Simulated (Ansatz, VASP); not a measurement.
# One calculation of Cr2O3 (Eskolaite), two programs

```xyz
10
Lattice="2.4785 1.4310 4.5308 -2.4785 1.4310 4.5308 0.0000 -2.8619 4.5308" Properties=species:S:1:pos:R:3 pbc="T T T"
Cr    0.0000    0.0000    4.7231
Cr    0.0000    0.0000    2.0731
Cr    0.0000    0.0000    8.8692
Cr    0.0000    0.0000   11.5192
O    -0.9626    1.4310    7.9288
O    -0.7579   -1.5492    7.9288
O     1.7206    0.1182    7.9288
O     0.9626   -1.4310    5.6635
O     0.7579    1.5492    5.6635
O    -1.7206   -0.1182    5.6635
```

Alike in both runs: task single point; functional PBE; k mesh 5 × 5 × 5; occupations fermi-dirac, width 0.05 eV; no spin polarisation.

|  | VASP | Ansatz |
| --- | --- | --- |
| version | VASP 6.6.1 | Ansatz 0.2.0 |
| potentials or method | VASP PAW PBE potentials, release 64 (Cr_pv, O) | PAW plane waves |
| plane-wave cutoff (eV) | 520 | 420 |
| valence electrons in the cell | 84 | 92 |

|  | VASP | Ansatz | Ansatz less VASP |
| --- | --- | --- | --- |
| pressure (GPa) | -9.3 | -9.8 | -0.54 |
| largest component of the traceless stress (GPa) | 7.98 | 8.04 | +0.066 |
| rms of the force components (eV/Å) | 0.614 | 0.618 | +0.0036 |

Atom by atom the forces differ by 0.015 eV/Å (rms over components). The functional is the same, so the differences come from potentials, cutoffs and numerics. The two sets of potentials don't hold the same shells in valence.

Caveats: the run has no spin polarisation, though such a crystal can be magnetic; semilocal functionals often make such compounds metallic where correlation or magnetic order opens a gap, which also shifts bond lengths; forces of over 1 eV/Å show positions far from the minimum, so gaps and moduli don't describe the material at rest. Spin polarisation is off, so any magnetic state and its effect on volume and gap are missing.
